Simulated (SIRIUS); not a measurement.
# Al in SIRIUS: the effect of dispersion

The system is Al.

```
Al
1.0
     0.00000    2.02481    2.02481
     2.02481    0.00000    2.02481
     2.02481    2.02481    0.00000
Al
1
Cartesian
  0.0000 0.0000 0.0000
```

Alike in all runs:

- Program: SIRIUS 7.12.0
- Task: equation of state
- Functional: PBE
- Potentials or basis: all-electron FP-LAPW
- Cutoff: 158 eV
- Basis: apw+lo standard
- k mesh: 11 × 11 × 11
- Occupations: fermi-dirac, width 0.05 eV
- Spin: no spin polarisation

```csv
dispersion,V0 of scaled cells (Å³/atom),B0 (GPa)
none,?,?
D3,16.12,84
D3(BJ),15.82,87
D4,15.86,87
```

**Question.** What does the run with dispersion none give?

**Answer.** V0 of scaled cells 16.51 Å³/atom; B0 79 GPa.
